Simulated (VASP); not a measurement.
Set up this calculation in VASP 6.6.1, as the native input.

* Task: vibrations by finite differences
* Functional: PBE
* Dispersion: D3(BJ)
* Potentials or basis: VASP PAW PBE potentials, release 64 (Sb)
* Cutoff: 350 eV
* k mesh: 9 × 9 × 9
* Occupations: gaussian, width 0.02 eV
* Spin: no spin polarisation
* Further INCAR settings: ALGO = Fast; EDIFF = 1e-08; NBANDS = 12; IBRION = 6; POTIM = 0.015; NSW = 1

The structure of Sb lies in POSCAR:

```
Sb                                      
1.0
    2.1630283011      1.2488249720      3.6839638267
   -2.1630283011      1.2488249720      3.6839638267
    0.0000000000     -2.4976499440      3.6839638267
  Sb            
     2
Direct
     0.2361306927812166    0.2361306927812166    0.2361306927812166
     0.7638693072187834    0.7638693072187834    0.7638693072187834
```

One way to write it, as run:

INCAR

```
PREC     = Accurate       # precision mode
ENCUT    = 350            # plane-wave cutoff, eV
EDIFF    = 1E-8           # SCF threshold, eV
ISMEAR   = 0              # smearing method
SIGMA    = 0.02           # smearing width, eV
LREAL    = False          # projectors in reciprocal space
LASPH    = True           # aspherical terms in the spheres
NELM     = 100            # most SCF steps
ALGO     = Fast           # electronic algorithm
ISIF     = 2              # what is computed and relaxed
LWAVE    = False          # write WAVECAR
LCHARG   = False          # write CHGCAR
GGA      = PE             # functional
IVDW     = 12             # dispersion correction
NBANDS   = 12             # bands
IBRION   = 6              # ionic algorithm
NFREE    = 2            
POTIM    = 0.015          # step
NSW      = 1              # ionic steps
```

KPOINTS

```
Automatic mesh
0
Gamma
  9 9 9
```

Potentials or basis: VASP PAW PBE potentials, release 64 (Sb).

Launch:

```bash
$ cat potpaw_PBE.64/Sb/POTCAR > POTCAR
$ mpirun -np 1 vasp_std > vasp.out
```

Results of the run:

```json
{
  "Highest phonon frequency at Γ": "144 cm⁻¹",
  "Dispersion energy per atom": "-0.478 eV"
}
```

Run time: 2.8 min on 1 thread of Intel(R) Xeon(R) Platinum 8488C (Sapphire Rapids), on a shared host, peak memory 0.33 GiB.
